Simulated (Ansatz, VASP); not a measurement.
# KBr in VASP and in Ansatz

The input INCAR:

```
ALGO = Normal
EDIFF = 1E-7
ENCUT = 520
GGA = PE
ISIF = 2
ISMEAR = 0
LASPH = T
LCHARG = F
LREAL = F
LWAVE = F
NBANDS = 15
NELM = 80
PREC = Accurate
SIGMA = 0.05
```

File KPOINTS:

```
k-points
0
Gamma
  6 6 6
```

The input POSCAR:

```
KBr
1.0
    4.0434990000      0.0000000000      0.0000000000
    0.0000000000      4.0434990000      0.0000000000
    0.0000000000      0.0000000000      4.0434990000
K Br
1 1
Direct
   -0.0772845498      0.0000000000      0.0000000000
    0.5000000000      0.5000000000      0.5000000000
```

Input for Ansatz:

```yaml
crystal:
  lattice:
    - [4.043499, 0.0, 0.0]
    - [0.0, 4.043499, 0.0]
    - [0.0, 0.0, 4.043499]
  atoms:
    - { symbol: K, position: [-0.0772845498, 0.0, 0.0] }
    - { symbol: Br, position: [0.5, 0.5, 0.5] }
basis:
  ecutwfc: 420
kpoints:
  mp_grid: { grid: [6, 6, 6] }
hamiltonian:
  xc: pbe
scf:
  occupations: { method: gaussian, width: 0.05 }
output:
  forces: true
  stress: true
  eigenvalues: true
```

Change from the starting cell: all K atoms moved +0.312 Å, as atom 1 towards its neighbour atom 1 (K) at 4.043 Å.

Alike in both runs: task single point; functional PBE; k mesh 6 × 6 × 6; occupations gaussian, width 0.05 eV; no spin polarisation.

|  | VASP | Ansatz |
| --- | --- | --- |
| version | VASP 6.6.1 | Ansatz 0.2.0 |
| potentials or method | VASP PAW PBE potentials, release 64 (K_sv, Br) | scalar-relativistic, plane waves, PAW |
| plane-wave cutoff (eV) | 520 | 420 |
| valence electrons in the cell | 16 | 16 |

Ansatz gave:

* gap on the k mesh at the Fermi level (eV): 3.89
* least direct gap on the mesh (eV): 4.15
* pressure (GPa): 0.4
* largest component of the traceless stress (GPa): 0.07
* rms of the force components (eV/Å): 0.101

What did VASP give for the same quantities?

gap on the k mesh at the Fermi level (eV): 3.89; least direct gap on the mesh (eV): 4.15; pressure (GPa): 0.4; largest component of the traceless stress (GPa): 0.08; rms of the force components (eV/Å): 0.103.

Atom by atom the forces differ by 0.002 eV/Å (rms over components).

A k mesh can miss the band edges.
